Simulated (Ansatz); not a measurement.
# HfO2: optical spectrum from first principles, part 2 of 2

What colour and refractive index does HfO2 have at this level of theory?

Ansatz 0.2.0; DFT, PBE, plane-wave PAW, default files, scalar-relativistic, independent-particle optical response without local fields.

So far. Step 2 (Ground state and bands): There is a gap, 3.72 eV on the path, so no carriers' term is needed. The cell is left with a pressure of -2.5 GPa, as it stands unrelaxed at this level.

### 3. Spectrum (continued)

Values under 1 per cm are given as 1. Absorption coefficient, any direction against photon energy:

photon energy (eV), log10 absorption coefficient, any direction (1/cm) and a bar:
```
    0.000        0.0 
    0.500        0.0 
    1.000        0.0 
    1.500        0.0 
    2.000        0.0 
    2.500        0.0 
    3.000        0.0 
    3.500        0.0 
    4.000        2.4 ###########
    4.500        4.9 #######################
    5.000        5.5 ##########################
    5.500        5.5 ##########################
    6.000        5.6 ##########################
    6.500        5.8 ###########################
    7.000        5.9 ############################
    7.500        6.0 #############################
    8.000        6.1 #############################
    8.500        6.2 #############################
    9.000        6.3 ##############################
    9.500        6.3 ##############################
   10.000        6.3 ##############################
   10.500        6.2 #############################
   11.000        6.2 #############################
   11.500        6.3 ##############################
   12.000        6.3 ##############################
   12.500        6.2 #############################
   13.000        6.1 #############################
   13.500        6.0 ############################
   14.000        6.0 #############################
```

Reflectivity at normal incidence, any direction against photon energy; read off at these points:

```
photon energy (eV)  reflectivity at normal incidence, any direction (%)
              0.00                                                 16.1
              0.50                                                 16.2
              1.00                                                 16.4
              1.50                                                 16.7
              2.00                                                 17.1
              2.50                                                 17.7
              3.00                                                 18.5
              3.50                                                 19.7
              4.00                                                 21.7
              4.50                                                 26.7
              5.00                                                 27.5
              5.10                                                 27.6
              5.50                                                 23.5
              6.00                                                 25.2
              6.50                                                 28.9
              7.00                                                 28.6
              7.50                                                 33.4
              8.00                                                 34.9
              8.50                                                 37.7
              9.00                                                 40.1
              9.20                                                 49.5
              9.50                                                 47.9
             10.00                                                 42.4
             10.50                                                 34.3
             11.00                                                 33.2
             11.50                                                 38.6
             12.00                                                 45.9
             12.50                                                 41.0
             13.00                                                 37.5
             13.50                                                 14.7
             13.90                                                 18.7
             14.00                                                 16.6
```

At chosen wavelengths:

```
wavelength (nm)     n      k  R (%)        1/α
           1550  2.35  0.000   16.3  over 1 mm
           1064  2.36  0.000   16.4  over 1 mm
            800  2.38  0.000   16.7  over 1 mm
            633  2.41  0.000   17.0  over 1 mm
            365  2.58  0.000   19.4  over 1 mm
            308  2.76  0.001   21.8      31 µm
            193  3.03  0.887   28.8      17 nm
```

Rows near the edge hang on the gap, which this functional as a rule makes too small, and phonon-assisted absorption is left out.

Through 1 µm of it, D65 light comes out colourless, dimmed by reflection (x = 0.314, y = 0.331; 70 % transmitted).

The f-sum over the summed bands holds 17.6 of the cell's 38 electrons outside the frozen cores, 26 of which lie in bands more than 12 eV below the Fermi level, whose transitions come at higher energies. Up to 14 eV the strength has a mean oscillator energy of 8.3 eV, and these transitions give 81 % of ε∞ − 1 along x; the rest comes from higher ones.

### 4. Results

```
gap on the path                                                                                                    : 3.72 eV
least direct gap on the path                                                                                       : 3.72 eV
electronic dielectric constant ε∞, mean over x, y and z (by symmetry where fewer were run) (independent particles) : 5.49
absorption onset, first axis (α over 10⁴ cm⁻¹, or the direct gap if that lies higher)                              : 4.35 eV
main peak of Im epsilon, first axis                                                                                : 9.10 eV
```

What this shows: At this level (PBE, independent particles) HfO2 has ε∞ = 5.49 and n = 2.35 at 1550 nm; absorption sets in near 4.4 eV, and Im ε peaks at 9.1 eV. The gap on the path is direct, 3.72 eV. The absorption coefficient passes 10⁴ cm⁻¹ only at 4.35 eV, 0.63 eV above the least direct gap: the lowest transitions are weak or forbidden for this polarisation, or few states take part. Distinct maxima of Im ε, read by a parabola through the highest points, lie at 5.17 eV (4.8), 7.84 eV (10), 8.61 eV (10) and 9.10 eV (12). The f-sum over the summed bands holds 17.6 of the cell's 38 electrons outside the frozen cores, 26 of which lie in bands more than 12 eV below the Fermi level, whose transitions come at higher energies. Up to 14 eV the strength has a mean oscillator energy of 8.3 eV, and these transitions give 81 % of ε∞ − 1 along x; the rest comes from higher ones. Through 1 µm of it, D65 light comes out colourless, dimmed by reflection (x = 0.314, y = 0.331; 70 % transmitted). Excitons and phonon-assisted transitions are missing, and so are local fields; PBE gaps are as a rule too small, which pulls the onset down and ε∞ up. In the base run ε includes the program's bounded estimate of what the bands above those summed add. Spin-orbit coupling is left out although heavy atoms are present.

[Logs are printed without paths, hosts, clocks, repeated set-up lines and the standing remarks that a program may print on its own settings, such as how far it seeks lower states.]

[Hosts, paths, dates, database ids (printed as entryN), source tags and the programs' standing remarks are cut or masked in the printed files.]
